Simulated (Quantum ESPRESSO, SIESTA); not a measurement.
# Birch–Murnaghan line for wurtzite AlN, SIESTA DZP, PBEsol

Calculated with SIESTA 5.4.2: PBEsol; DZP orbitals, shift 0.01 Ry, mesh 400 Ry; k-mesh 8×8×5. The volume is changed in steps from typed lattice constants. V0 = 10.585 Å³ an atom is where a Birch–Murnaghan fit to this level's pressures, the withheld one apart, crosses zero; rows within 2.5 % of V0 are left out, since F is ill-conditioned there. Shape and atoms were relaxed at QE, PBEsol at each point, and this level solves those geometries.

| volume (Å³/atom) | pressure (GPa) |
| --- | --- |
| 9.7961 | 17.52 |
| 10.009 | ? |
| 10.222 | 7.309 |
| 10.861 | -4.778 |
| 11.074 | -8.077 |
| 11.287 | -11.03 |
| 11.5 | -13.7 |

Task: Fit the third-order Birch–Murnaghan equation to the rows given and interpolate to the withheld row.

Worked fit:

Take the Eulerian strain f = ½[(V0/V)^(2/3) − 1] and the normalised pressure F = P / [3f(1 + 2f)^(5/2)]. The third-order Birch–Murnaghan equation is then the line F = B0 + (3/2)B0(B′ − 4) f, so u = f and v = F.

| u = f | v = F (GPa) |
| --- | --- |
| 0.0264960 | 193.718 |
| 0.0117682 | 195.329 |
| -0.00850696 | 195.426 |
| -0.0148297 | 195.743 |
| -0.0209529 | 195.294 |
| -0.0268865 | 195.019 |

With n = 6: mean u = -0.00548529, mean v = 195.088, Σ(u − ū)² = 0.0021142, Σ(u − ū)(v − v̄) = -0.048525. Slope b = -0.048525 / 0.0021142 = -22.952; intercept a = v̄ − b ū = 194.96.

So B0 = 195.0 GPa and B′ = 4 + 2b/(3a) = 3.92. At the withheld volume f = 0.01900, F = 194.5 GPa, and P = 3f(1 + 2f)^(5/2) F.

Prediction at 10.009: 12.17 GPa. The run gave 12.15 GPa, so the fit is high by 0.024 GPa (0.20 % of the value).

A fit to this level's energies over the whole scan gives V0 = 10.583 Å³, B0 = 194.9 GPa and B′ = 3.94. Among the rows given, the largest miss of the fit is at 9.7961, by 0.058 GPa (0.18 % of the range of the table).

Limits: The nuclei are static. The DFT runs use Fermi–Dirac occupations of width 0.01 eV, and energies are free energies.

[Hosts, paths, dates, database ids (printed as entryN), source tags and the programs' standing remarks are cut or masked in the printed files.]
